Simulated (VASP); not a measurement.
# Cl (P1) in VASP: notebook

Runs on Cl. Level: r2SCAN. Tasks: single point.

All numbers are computed with VASP 6.6.1; they aren't measurements. Logs are shortened: lines on timing, memory, paths and dates and some standing lists are left out, and cuts for length are marked.

### Step 1. The crystal as given

The typed cell holds 4 atoms: a = 3.858 Å, b = 3.797 Å, c = 8.294 Å, α = 90.92°, β = 91.13°, γ = 69.46°.

The cell was built by a generator and needn't be a form met in nature.

### Step 2. Single point, r2SCAN

File POSCAR:

```
Cl
1.0
    3.1634440100      2.2075254400      0.0382098300
    3.1265067200     -2.1535345400      0.0305518300
   -0.0899386500     -0.0146401400     -8.2937372500
Cl
4
Direct
    0.1001570000      0.8975820000      0.8749030000
    0.3643130000      0.6104560000      0.4038400000
    0.8627670000      0.2115230000      0.0994430000
    0.6778060000      0.3519260000      0.5986740000
```

File INCAR.step1:

```
SYSTEM = Cl
PREC = Accurate
ENCUT = 520
ISMEAR = -1
SIGMA = 0.1
LREAL = .False.
LASPH = .True.
NELM = 100
NBANDS = 22
GGA = PE
ALGO = Normal
EDIFF = 1E-4
LWAVE = .True.
LCHARG = .False.
```

File INCAR.step2:

```
SYSTEM = Cl
PREC = Accurate
ENCUT = 520
EDIFF = 1E-7
ISMEAR = -1
SIGMA = 0.1
LREAL = .False.
LASPH = .True.
NELM = 100
ALGO = Normal
ISIF = 2
LWAVE = .False.
LCHARG = .False.
METAGGA = R2SCAN
LMIXTAU = .True.
NBANDS = 22
ISTART = 1
```

File KPOINTS:

```
Automatic mesh
0
Gamma
  5 5 2
  0 0.5 0.5
```

Potentials or basis: VASP PAW PBE potentials, release 64 (Cl).

The run is started by

```bash
$ cat potpaw_PBE.64/Cl/POTCAR > POTCAR
$ cp INCAR.step1 INCAR
$ mpirun -np 1 vasp_std > vasp.out
$ cp INCAR.step2 INCAR
$ mpirun -np 1 vasp_std > vasp.out
```

OUTCAR:

```text
SYSTEM = Cl
   PREC = Accurate
   ENCUT = 520
   EDIFF = 1E-7
   ISMEAR = -1
   LREAL = .False.
   LASPH = .True.
   NELM = 100
   ISIF = 2
   METAGGA = R2SCAN
   ISTART = 1

 ion  position               nearest neighbor table
   1  0.100  0.898  0.875-   3 2.23
   2  0.364  0.610  0.404-   4 2.04
   3  0.863  0.212  0.099-   1 2.23
   4  0.678  0.352  0.599-   2 2.04

  LATTYP: Found a triclinic cell.
 ALAT       =    17.1369502068
 B/A-ratio  =     0.6613825205
 C/A-ratio  =     0.7348880999
 COS(alpha) =     0.0016145705
 COS(beta)  =     0.5809086912
 COS(gamma) =     0.8135766046

  Lattice vectors:

 A1 = (   0.1429400100,  -4.3317797000,  16.5798165000)
 A2 = (   6.3429520900,  -4.2924289400,   8.3548409100)
 A3 = (  -9.3265188000,   2.1141837800,   8.1944237600)

Analysis of symmetry for initial positions (statically):
=====================================================================
 Subroutine PRICEL returns:
 Original cell was already a primitive cell.

 Routine SETGRP: Setting up the symmetry group for a
 triclinic supercell.

 Subroutine GETGRP returns: Found  1 space group operations
 (whereof  1 operations were pure point group operations)
 out of a pool of  2 trial point group operations.

The static configuration has the point symmetry C_1 .

Analysis of symmetry for dynamics (positions and initial velocities):
=====================================================================
 Subroutine PRICEL returns:
 Original cell was already a primitive cell.

 Routine SETGRP: Setting up the symmetry group for a
 triclinic supercell.

 Subroutine GETGRP returns: Found  1 space group operations
 (whereof  1 operations were pure point group operations)
 out of a pool of  2 trial point group operations.

The dynamic configuration has the point symmetry C_1 .

 Subroutine INISYM returns: Found  1 space group operations
 (whereof  1 operations are pure point group operations),
 and found     1 'primitive' translations

----------------------------------------------------------------------------------------

                                     Primitive cell

  volume of cell :     113.7301

  direct lattice vectors                    reciprocal lattice vectors
     3.163444010  2.207525440  0.038209830     0.157049906  0.227975568 -0.002105498
     3.126506720 -2.153534540  0.030551830     0.160978328 -0.230663155 -0.001338508
    -0.089938650 -0.014640140 -8.293737250     0.001316540  0.000200600 -0.120587537

  length of vectors
     3.857720384  3.796536408  8.294237811     0.276842854  0.281285095  0.120594890

  position of ions in fractional coordinates (direct lattice)
     0.100157000  0.897582000  0.874903000
     0.364313000  0.610456000  0.403840000
     0.862767000  0.211523000  0.099443000
     0.677806000  0.351926000  0.598674000

  ion indices of the primitive-cell ions
   primitive index   ion index
                 1           1
                 2           2
                 3           3
                 4           4

----------------------------------------------------------------------------------------

 KPOINTS: Automatic mesh

Automatic generation of k-mesh.
 Grid dimensions read from file:
 generate k-points for:    5    5    2

 Generating k-lattice:

  Cartesian coordinates                     Fractional coordinates (reciprocal lattice)
     0.031409981  0.045595114 -0.000421100     0.200000000  0.000000000 -0.000000000
     0.032195666 -0.046132631 -0.000267702     0.000000000  0.200000000  0.000000000
     0.000658270  0.000100300 -0.060293768     0.000000000  0.000000000  0.500000000

  Length of vectors
     0.055368571  0.056257019  0.060297445

  Shift w.r.t. Gamma in fractional coordinates (k-lattice)
     0.000000000  0.500000000  0.500000000

 Subroutine IBZKPT returns following result:
 ===========================================

 Found     25 irreducible k-points:

 Following reciprocal coordinates:
            Coordinates               Weight
  0.000000  0.100000  0.250000      2.000000
  0.200000  0.100000  0.250000      2.000000
  0.400000  0.100000  0.250000      2.000000
 -0.400000  0.100000  0.250000      2.000000
 -0.200000  0.100000  0.250000      2.000000
  0.000000  0.300000  0.250000      2.000000
[... 16 lines left out ...]
  0.400000 -0.100000  0.250000      2.000000
 -0.400000 -0.100000  0.250000      2.000000
   k-points           NKPTS =     25   k-points in BZ     NKDIM =     25   number of bands    NBANDS=     22
   number of dos      NEDOS =    301   number of ions     NIONS =      4
   total plane-waves  NPLWV =  53760
   dimension x,y,z NGX =    30 NGY =   28 NGZ =   64
   dimension x,y,z NGXF=    60 NGYF=   56 NGZF=  128
   ions per type =               4
   NGX,Y,Z   is equivalent  to a cutoff of  12.93, 12.26, 12.83 a.u.
   NGXF,Y,Z  is equivalent  to a cutoff of  25.86, 24.52, 25.66 a.u.
 SYSTEM =  Cl
   PREC   = accura    normal or accurate (medium, high low for compatibility)
   ISTART =      1    job   : 0-new  1-cont  2-samecut
   ICHARG =      0    charge: 1-file 2-atom 10-const
   ISPIN  =      1    spin polarized calculation?
   LNONCOLLINEAR =      F non collinear calculations
   LSORBIT =      F    spin-orbit coupling
   LASPH  =      T    aspherical Exc in radial PAW
   ENCUT  =  520.0 eV  38.22 Ry    6.18 a.u.   7.17  7.06 15.42*2*pi/ulx,y,z
   NELM   =    100;   NELMIN=  2; NELMDL=  0     # of ELM steps
   EDIFF  = 0.1E-06   stopping-criterion for ELM
   LREAL  =      F    real-space projection
   EDIFFG = 0.1E-05   stopping-criterion for IOM
   NSW    =      0    number of steps for IOM
   IBRION =     -1    ionic relax: 0-MD 1-quasi-New 2-CG
   NFREE  =      0    steps in history (QN), initial steepest desc. (CG)
   ISIF   =      2    stress and relaxation
   ISYM   =      2    0-nonsym 1-usesym 2-fastsym
   POTIM  = 0.5000    time-step for ionic-motion
   TEBEG  =    0.0;   TEEND  =   0.0 temperature during run
   PSTRESS=    0.0 pullay stress
   NELECT =      28.0000    total number of electrons
   NUPDOWN=      -1.0000    fix difference up-down
   EMIN   =  10.00;   EMAX   =-10.00  energy-range for DOS
   EFERMI =   0.00;   METHOD = LEGACY
   ISMEAR =    -1;   SIGMA  =   0.10  broadening in eV -4-tet -1-fermi 0-gaus
   EFERMI_NEDOS =   21; number of points for ismear=-14 and -15
   IALGO  =     38    algorithm
   IMIX   =      4    mixing-type and parameters
     AMIX     =   0.40;   BMIX     =  1.00
     AMIX_MAG =   1.60;   BMIX_MAG =  1.00
  volume/ion in A,a.u.               =      28.43       191.87
  Fermi-wavevector in a.u.,A,eV,Ry     =   1.026051  1.938956 14.323959  1.052781
  Thomas-Fermi vector in A             =   2.159924
   LORBIT       =      0    0 simple, 1 ext, 2 COOP (PROOUT), +10 PAW based schemes
   METAGGA = R2SCAN    functional components
   LHFCALC =     F    Hartree Fock is set to
   AEXX    =    0.0000 exact exchange contribution
   IVDW    =     0    specifies the selected vdW correction
   LEPSILON=     F    determine dielectric tensor
   LRPA    =     F    only Hartree local field effects (RPA)
 non-spin polarized calculation
  energy-cutoff  :      520.00
  volume of cell :      113.73
 maximum number of plane-waves:      3081
 NGX is ok and might be reduce to    30
   NGX = 15   NGY = 15   NGZ = 31

 number of electron      28.0000001 magnetization

 Free energy of the ion-electron system (eV)
  ---------------------------------------------------
  ext. energy  EPLUGINS =         0.00000000
  ---------------------------------------------------
  free energy    TOTEN  =       -24.19165319 eV

  energy without entropy =      -24.19138011  energy(sigma->0) =      -24.19151665

 E-fermi :  -0.0992     XC(G=0):  -8.3315

 val. band max:       -0.9639508055   @ k =  -0.4000   0.1000   0.2500
 cond. band min:       0.7670342740   @ k =   0.4000   0.5000   0.2500
 fundamental gap:      1.7309850795
 Fermi energy:        -0.0991951657

 k-point     1 :       0.0000    0.1000    0.2500
  band No.  band energies     occupation
      1     -18.0281      2.00000
      2     -16.8755      2.00000
      3     -14.2869      2.00000
      4     -13.7460      2.00000
      5      -6.0881      2.00000
      6      -5.1753      2.00000
[... 14 lines left out ...]
     21      10.1436      0.00000
     22      10.4982      0.00000

 k-point     2 :       0.2000    0.1000    0.2500
  band No.  band energies     occupation
      1     -17.9835      2.00000
      2     -16.8425      2.00000
      3     -14.2412      2.00000
      4     -13.7696      2.00000
      5      -6.0590      2.00000
      6      -5.2044      2.00000
[... 14 lines left out ...]
     21      10.4090      0.00000
     22      10.5867      0.00000

 k-point     3 :       0.4000    0.1000    0.2500
  band No.  band energies     occupation
      1     -17.8600      2.00000
      2     -16.7459      2.00000
      3     -14.1786      2.00000
      4     -13.8963      2.00000
      5      -6.0980      2.00000
      6      -5.2945      2.00000
[... 14 lines left out ...]
     21      10.0935      0.00000
     22      10.8417      0.00000
[... 476 lines left out ...]
 k-point    23 :       0.4000   -0.1000    0.2500
  band No.  band energies     occupation
      1     -17.8285      2.00000
      2     -16.7201      2.00000
      3     -14.1812      2.00000
      4     -13.9556      2.00000
      5      -6.0936      2.00000
      6      -5.4453      2.00000
[... 14 lines left out ...]
     21      10.3935      0.00000
     22      11.0756      0.00000

 k-point    24 :      -0.4000   -0.1000    0.2500
  band No.  band energies     occupation
      1     -17.8611      2.00000
      2     -16.7420      2.00000
      3     -14.2234      2.00000
      4     -13.8515      2.00000
      5      -6.1359      2.00000
      6      -5.3619      2.00000
[... 14 lines left out ...]
     21      10.1260      0.00000
     22      10.7027      0.00000

 [... further k-points ...]

------------------------ aborting loop because EDIFF is reached ----------------------------------------

  FORCE on cell =-STRESS in cart. coord.  units (eV):
  Direction    XX          YY          ZZ          XY          YZ          ZX
  --------------------------------------------------------------------------------------
  -------------------------------------------------------------------------------------
  Total        0.1596604     -2.3007315     -4.9651868      0.0843746     -1.7905857      0.5932309
  in kB        2.2492235    -32.4116560    -69.9472857      1.1886315    -25.2249545      8.3571664
  external PRESSURE =     -33.3699061 kB  Pullay stress =       0.0000000 kB

 VOLUME and BASIS-vectors are now :
 -----------------------------------------------------------------------------
  energy-cutoff  :      520.00
  volume of cell :      113.73
      direct lattice vectors                 reciprocal lattice vectors
     3.163444010  2.207525440  0.038209830     0.157049906  0.227975568 -0.002105498
     3.126506720 -2.153534540  0.030551830     0.160978328 -0.230663155 -0.001338508
    -0.089938650 -0.014640140 -8.293737250     0.001316540  0.000200600 -0.120587537

 POSITION                                       TOTAL-FORCE (eV/Angst)
 -----------------------------------------------------------------------------------
      3.04445     -1.72468     -7.22497         0.343732     -1.205471     -1.886384
      3.02476     -0.51632     -3.31677         0.224808      0.617331     -0.287694
      3.38170      1.44760     -0.78533        -0.362104      1.215559      1.799419
      3.19066      0.72962     -4.92859        -0.206436     -0.627418      0.374660
 -----------------------------------------------------------------------------------
    total drift:                                0.000021     -0.000048      0.000136

  FREE ENERGIE OF THE ION-ELECTRON SYSTEM (eV)
  ---------------------------------------------------
  free  energy   TOTEN  =       -24.1916531902 eV

  energy  without entropy=      -24.1913801073  energy(sigma->0) =      -24.19151665
```

It took 2.4 min on 1 thread of Intel Xeon Platinum 8488C (Sapphire Rapids), shared host; peak memory 0.23 GiB.

What came out:

```
Free energy            : -24.1917 eV
Pressure               : -3.3 GPa
Largest force          : 2.265 eV/Å
Band gap on the k mesh : 1.73 eV, indirect (least direct gap 1.91 eV)
```

Forces in eV/Å, atoms in the order of the input:
```
Cl   0.344 -1.205 -1.886
Cl   0.225  0.617 -0.288
Cl  -0.362  1.216  1.799
Cl  -0.206 -0.627  0.375
```

Caveat: the PAW data sets were made with another functional, which shifts forces and pressure a little. r2SCAN opens gaps a little over a GGA but as a rule still falls short of measured ones.

### Step 3. Single point, r2SCAN

POSCAR is that of step 2.

File INCAR.step1:

```
PREC = Accurate ; ENCUT = 520
ISMEAR = -1 ; SIGMA = 0.1
LREAL = False ; LASPH = True
NELM = 100 ; NBANDS = 22
GGA = PE ; ALGO = Normal
EDIFF = 1E-4 ; LWAVE = True
LCHARG = False
```

File INCAR.step2:

```
PREC = Accurate ; ENCUT = 520
EDIFF = 1E-6 ; ISMEAR = -1
SIGMA = 0.1 ; LREAL = False
LASPH = True ; NELM = 100
ALGO = Normal ; ISIF = 2
LWAVE = False ; LCHARG = False
METAGGA = R2SCAN ; LMIXTAU = True
NBANDS = 22 ; ISTART = 1
```

File KPOINTS:

```
Automatic mesh
0
Gamma
  5 5 2
  0.5 0.5 0.5
```

Potentials or basis: VASP PAW PBE potentials, release 64 (Cl).

The run is started by

```bash
$ cat potpaw_PBE.64/Cl/POTCAR > POTCAR
$ cp INCAR.step1 INCAR
$ mpirun -np 1 vasp_std > vasp.out
$ cp INCAR.step2 INCAR
$ mpirun -np 1 vasp_std > vasp.out
```

It took 2.3 min on 1 thread of Intel Xeon Platinum 8488C (Sapphire Rapids), shared host; peak memory 0.24 GiB.

Results (log left out):

| Property | Result |
| --- | --- |
| Free energy | -24.1916 eV |
| Pressure | -3.3 GPa |
| Largest force | 2.265 eV/Å |
| Band gap on the k mesh | 1.72 eV, indirect (least direct gap 1.88 eV) |

Forces in eV/Å, atoms in the order of the input:
```
Cl   0.344 -1.205 -1.886
Cl   0.225  0.617 -0.288
Cl  -0.362  1.216  1.799
Cl  -0.206 -0.628  0.375
```

Stress tensor (GPa, compression positive):
```
 0.22  0.12  0.84
 0.12 -3.24 -2.52
 0.84 -2.52 -7.00
```

Levels at points of the mesh, in eV from the valence-band top:
| k point | band 11 | band 12 | band 13 | band 14 | band 15 | band 16 | band 17 | band 18 |
| --- | --- | --- | --- | --- | --- | --- | --- | --- |
| (0.10, 0.10, 0.25) | -0.88 | -0.71 | -0.27 | -0.15 | 1.80 | 3.02 | 8.31 | 8.79 |

Caveat: the PAW data sets were made with another functional, which shifts forces and pressure a little.
